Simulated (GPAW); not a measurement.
Runs of GPAW 26.7.0 on ZnS. It takes space group F-43m (No. 216, cubic). Conventional cell: a = 5.404 Å, b = 5.404 Å, c = 5.404 Å, α = 90.00°, β = 90.00°, γ = 90.00°. Around Zn (site symmetry -43m) lie 4 S at 2.34 Å. S (site symmetry -43m) has 4 Zn at 2.34 Å as nearest neighbours. 

| task | level | potentials or basis | cell | k mesh | older calculator (legacy_gpaw) | band path | band points | eigensolver | optimizer | gap on the mesh (eV) | V0 of scaled cells (Å³/atom) | B0 (GPa) |
| --- | --- | --- | --- | --- | --- | --- | --- | --- | --- | --- | --- | --- |
| band structure | optB88-vdW | GPAW PAW data sets (gpaw-data 1.2.1), pw | as given | 7 × 7 × 7 | yes | GXWKGLUWLK,UX | 80 | - | - | (a) | - | - |
| relaxation of cell and atoms | BLYP+D3(BJ) | PAW data sets generated in the run's folder for this functional, pw | relaxed to 10 GPa | 9 × 9 × 9 | - | - | - | davidson | BFGS | 2.68 | - | - |
| equation of state | BLYP+D3 | PAW data sets generated in the run's folder for this functional, pw | as given | 7 × 7 × 7 | - | - | - | davidson | - | - | 19.59 | (b) |
| equation of state | PBE+D3(BJ) | GPAW PAW data sets (gpaw-data 1.2.1), pw | as given | 7 × 7 × 7 | - | - | - | - | - | - | 19.44 | 77 |

Alike in all rows: no spin polarisation; cutoff (eV) 600; smearing fermi-dirac 0.05 eV.

Problem. Fill in the values left out.

Solution. (a) 2.12; (b) 81.

Caveats: the PAW data sets were made with another functional, which shifts forces and pressure a little (some runs); later steps reuse the first step's grids (some runs).

